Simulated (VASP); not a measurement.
The system is ZnSe (Stilleite).

```
Se Zn
1.0
     0.00000    2.83380    2.83380
     2.83380    0.00000    2.83380
     2.83380    2.83380    0.00000
Se Zn
1 1
Direct
  0.75000 0.75000 0.75000
  0.00000 0.00000 0.00000
```

Program: VASP 6.6.1. Alike in all runs: potentials or basis VASP PAW PBE potentials, release 64 (Se, Zn); no spin polarisation; cell as given; k mesh 8 × 8 × 8; cutoff (eV) 520.

**Question.** Order these runs on this cell by their pressure, lowest first.
A. level RPBE; smearing fermi-dirac 0.05 eV
B. level PBEsol; smearing gaussian 0.02 eV
C. level PBE; smearing gaussian 0.024 eV

**Answer.** B (-0.9 GPa), C (2.4 GPa), A (4.6 GPa).

Caveats: the PAW data sets were made with another functional, which shifts forces and pressure a little (some runs).

Not every run made on this cell is shown here.
